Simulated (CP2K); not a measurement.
TaN in CP2K: convergence with eps default

Crystal: TaN.

```
Ta N
1.0
     2.93800    0.00000    0.00000
    -1.46900    2.54438    0.00000
     0.00000    0.00000    2.88300
Ta N
1 1
Direct
  0.99472 0.99232 0.50153
  0.66570 0.32771 0.00741
```

The cell isn't the ideal one: atoms moved at random, drawn with an rms of 0.02 Å.

* Program: CP2K 2026.2
* Task: single point
* Functional: PBE
* Potentials or basis: POTENTIAL_UZH Ta GTH-PBE-q13, N GTH-PBE-q5; TZVP-MOLOPT-PBE-GTH basis
* Density cutoff: 6123 eV
* k mesh: 8 × 8 × 7
* Occupations: fermi-dirac, width 0.05 eV
* Spin: no spin polarisation

These are the settings of the first run; the series varies eps default, with any setting tied to it.

Hardware: 1 thread of Intel(R) Xeon(R) Processor @ 2.70GHz, on a shared host.

Q: The values tried are 1.0E-6, 1.0E-7, 1.0E-8, 1.0E-9, 1.0E-10, 1.0E-11, 1.0E-12, loosest first. From which on does the pressure stay within 0.1 GPa of the tightest run that finished?

A: From 1.0E-8 on.

```
eps default  energy less the tightest run, at zero smearing (meV/atom)  pressure (GPa)  SCF cycles  CPU time (s)  peak memory (GiB)
     1.0E-6                                                      -2.21            0.82          13            94               0.35
     1.0E-7                                                      -0.47            1.32          13           140               0.37
     1.0E-8                                                      -0.05            1.42          13           150               0.38
     1.0E-9                                                      -0.01            1.43          13           150                0.4
    1.0E-10                                                       0.00            1.43          13           190               0.43
    1.0E-11                                                       0.00            1.43          13           200               0.45
    1.0E-12                                                       0.00            1.43          13           220               0.47
```

Against the tightest run, the energy stays within 1 meV/atom from 1.0E-7 on. The tightest run that finished is the yardstick and may itself not be fully converged.

Caveat, for the tightest run too: the basis of atomic orbitals isn't converged, which shifts pressures, moduli and gaps. The run has no spin-orbit coupling, so splittings on Ta are missing.
